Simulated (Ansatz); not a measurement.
The system is CdTe.

```xyz
2
Lattice="0.0000 3.2050 3.2050 3.2050 0.0000 3.2050 3.2050 3.2050 0.0000" Properties=species:S:1:pos:R:3 pbc="T T T"
Te    4.8075    4.8075    4.8075
Cd    0.0000    0.0000    0.0000
```

| Item | Value |
| --- | --- |
| Program | Ansatz 0.2.0 |
| Task | relaxation of cell and atoms |
| Functional | BLYP |
| Potentials or basis | Ansatz PAW |
| Cutoff | 420 eV (not typed: the program's choice for these potentials) |
| k mesh | 7 × 7 × 7 |
| Occupations | fermi-dirac, width 0.05 eV |
| Spin | no spin polarisation |

At the start: volume 32.92 Å³/atom.

**Question.** Where does the relaxation end?

**Answer.** It ends after 5 steps and the volume is 38.67 Å³/atom (+17.5 %); space group F-43m (No. 216, to 0.05 Å).

The path:
```csv
step,energy change (eV),largest force (eV/Å),volume (Å³)
1,0.0000,0.0000,65.84
2,-0.2085,0.0000,75.95
3,-0.2106,0.0000,76.99
4,-0.2107,0.0000,77.34
5,-0.2122,0.0000,77.34
```

Final structure:
```
Te Cd
1.0
     0.00000    3.38168    3.38168
     3.38168    0.00000    3.38168
     3.38168    3.38168    0.00000
Te Cd
1 1
Direct
  0.75000 0.75000 0.75000
  0.00000 0.00000 0.00000
```

Caveat: the volume moved by over 15 % at a fixed basis, so the end points are rough; the plane-wave basis is chosen anew once the cell has moved, so the energies of steps on either side of that aren't comparable; the volume moved by +17 % from the deposited cell, more than functionals usually miss; the PAW data sets come from PBE, with cores solved anew for the run's functional, which leaves a small shift of forces and pressure.
